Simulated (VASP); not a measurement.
## KCl (Sylvite): single point with PBEsol

**Measured values to compare with.**

From a printed reference work, monograph, for a bulk crystal of KCl: band gap 8.68 eV.

KCl (Sylvite):

```
K Cl
1.0
     0.00000    3.06022    3.06022
     3.06022    0.00000    3.06022
     3.06022    3.06022    0.00000
K Cl
1 1
Cartesian
  0.0000 0.0000 0.0000
  3.0602 3.0602 3.0602
```

```
Program             : VASP 6.6.1
Task                : single point
Functional          : PBEsol
Potentials or basis : VASP PAW PBE potentials, release 64 (K_sv, Cl)
Cutoff              : 520 eV
k mesh              : 6 × 6 × 6
Occupations         : gaussian, width 0.01 eV
Spin                : no spin polarisation
```

| Item | Value |
| --- | --- |
| Pressure | 1.3 GPa |
| Band gap on the k mesh | 5.30 eV, direct |

Levels at points of the mesh, in eV from the valence-band top:
| k point | band 5 | band 6 | band 7 | band 8 | band 9 | band 10 | band 11 | band 12 |
| --- | --- | --- | --- | --- | --- | --- | --- | --- |
| (0.00, 0.00, 0.00) | -10.38 | 0.00 | 0.00 | 0.00 | 5.30 | 8.31 | 8.31 | 8.31 |
| (0.50, 0.00, 0.00) | -10.09 | -1.25 | -0.41 | -0.41 | 7.65 | 8.80 | 10.74 | 10.74 |
| (0.50, 0.50, 0.00) | -10.46 | -0.73 | -0.25 | -0.25 | 6.30 | 8.60 | 10.33 | 10.39 |

Run time: 6 s on 1 thread of Intel(R) Xeon(R) 6975P-C (Granite Rapids), with other jobs on the host, peak memory 0.17 GiB.

Measured gap of KCl: 8.68 eV (a printed reference work, monograph). This calculation gives 5.30 eV (-3.38 eV). The value is that of PBEsol, without temperature or zero-point motion. Semilocal functionals fall short of measured gaps as a rule.

Caveat: the PAW data sets were made with another functional, which shifts forces and pressure a little.
